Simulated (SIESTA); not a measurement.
The system is Sc.

```
Sc
1.0
     3.30900    0.00000    0.00000
    -1.65450    2.86568    0.00000
     0.00000    0.00000    5.27330
Sc
2
Direct
  0.66667 0.33333 0.75000
  0.33333 0.66667 0.25000
```

| Item | Value |
| --- | --- |
| Program | SIESTA 5.4.2 |
| Task | single point |
| Functional | PBE |
| Potentials or basis | PseudoDojo 0.4 standard (PBE files) |
| Basis | DZP (energy shift 0.002 Ry; radii capped at 9.5 bohr) |
| Grid cutoff | 800 Ry |
| Energy shift | 0.002 Ry |
| k mesh | 9 × 9 × 5 |
| Occupations | fermi-dirac, width 0.05 eV |
| Spin | no spin polarisation |

On this cell: pressure -0.8 GPa; largest force under 0.003 eV/Å; band gap on the k mesh none (metal or under the smearing width).

The same run follows on a disturbed copy (atoms moved at random, drawn with an rms of 0.05 Å):

```
Sc
1.0
     3.30900    0.00000    0.00000
    -1.65450    2.86568    0.00000
     0.00000    0.00000    5.27330
Sc
2
Direct
  0.66919 0.32393 0.74631
  0.33512 0.66578 0.24690
```

Question: What changes?

Answer: The energy (extrapolated to zero smearing) moves by +0.3 meV/atom; pressure -0.8 GPa; largest force 0.038 eV/Å; band gap on the k mesh none (metal or under the smearing width).

Forces in eV/Å, atoms in the order of the input:
```
Sc  -0.020  0.031  0.011
Sc   0.020 -0.031 -0.011
```

Stress tensor (GPa, compression positive):
```
-0.43  0.08  0.00
 0.08 -0.20  0.00
 0.00  0.00 -1.69
```

Caveats: semicore shells carry a single zeta, which can move pressures by several GPa and volumes by a few percent; the basis of atomic orbitals isn't converged, which shifts pressures, moduli and gaps.
